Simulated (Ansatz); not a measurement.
Planning a run of Ansatz 0.2.0 on CdSe (F-43m). The input:

```yaml
crystal:
  lattice:
    - [0.0, 3.025, 3.025]
    - [3.025, 0.0, 3.025]
    - [3.025, 3.025, 0.0]
  atoms:
    - { symbol: Cd, position: [0.0, 0.0, 0.0] }
    - { symbol: Se, position: [0.75, 0.75, 0.75] }
kpoints:
  mp_grid: { grid: [6, 6, 6] }
hamiltonian:
  xc: pbe
  pseudopotentials: { kind: paw, azcp: { folder: soft_1 } }
scf:
  occupations: { method: fixed }
dielectric: {}
```

```sh
ansatz run input.yaml --threads 3 --pin off --max-ram 92160MiB --backend cuda --events-out ev --progress --plain --runs-dir out --devices 1 --max-vram 13GiB
```

Question: Estimate wall time and host memory on 1 × NVIDIA H100 80GB HBM3 (shared by 6 runs) with 3 threads of AMD EPYC 7R13 (Zen 3), shared host.

It took 23 s; on shared hardware allow 12 s to 46 s. Peak host memory was 1.3 GiB.

[Paths, hosts, dates, memory and timing lines, banners, echoed tables and standing remarks are left out of the program output.]

[Logs are printed without paths, hosts, clocks, repeated set-up lines and the standing remarks that a program may print on its own settings, such as how far it seeks lower states.]

[Runs of the session that timed out or met a known fault of the program may be left out.]

[Cells called generated may have been cut or substituted from an entry of the Crystallography Open Database or the Materials Project.]

[Hosts, paths, dates, database ids (printed as entryN), source tags and the programs' standing remarks are cut or masked in the printed files.]
